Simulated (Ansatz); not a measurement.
**Nb: energy along a strain**

Nb, Im-3m, a = 3.328 Å (as given, not relaxed at this level: -2.7 GPa). Ansatz: PBE, PAW, 420 eV, Γ-centred 20×20×20 mesh on 1 atom, Gaussian smearing 0.15 eV; no spin polarisation. Cell vectors (Å): -1.664 1.664 1.664; 1.664 -1.664 1.664; 1.664 1.664 -1.664. The cell is strained by x per cent times the pattern (0 0 1 0 0 0) in the order xx yy zz yz xz xy (engineering shears), with fractional coordinates held. y is the free energy over the start, V0 = 18.428 Å³/atom. Points with a strain past 8.5 % were computed too (3) and aren't used here.

```tsv
x (%)	y (meV/atom)
-7.50	?
-5.00	20.10
-2.50	0.91
0.00	0.00
2.50	15.64
5.00	45.67
7.50	87.99
```

Fit y = c1 x + c2 x² + c3 x³ to the other rows, get the stiffness along the pattern, and predict the missing energy.

Least squares on the rows shown. y = 3.0968 x + 1.3153 x² − 0.021824 x³. The clamped-ion stiffness p·C·p = 2 × 13.15 eV × 160.2 / 18.428 Å³ = 229 GPa, which is C33 in these axes (C11 of the cubic crystal) (second derivative at the start, which stands under stress). At x = -7.50 the fit asked for gives 59.97 meV/atom. The run gave 60.18 meV/atom, so the fit is 0.21 meV/atom too low, 0.24 % of the span of the series, against an rms of 0.05 meV/atom on the fitted rows. The row lies outside the fitted range. With a term in x⁴ added, a fit to the same known rows predicts 59.22 meV/atom, further off still.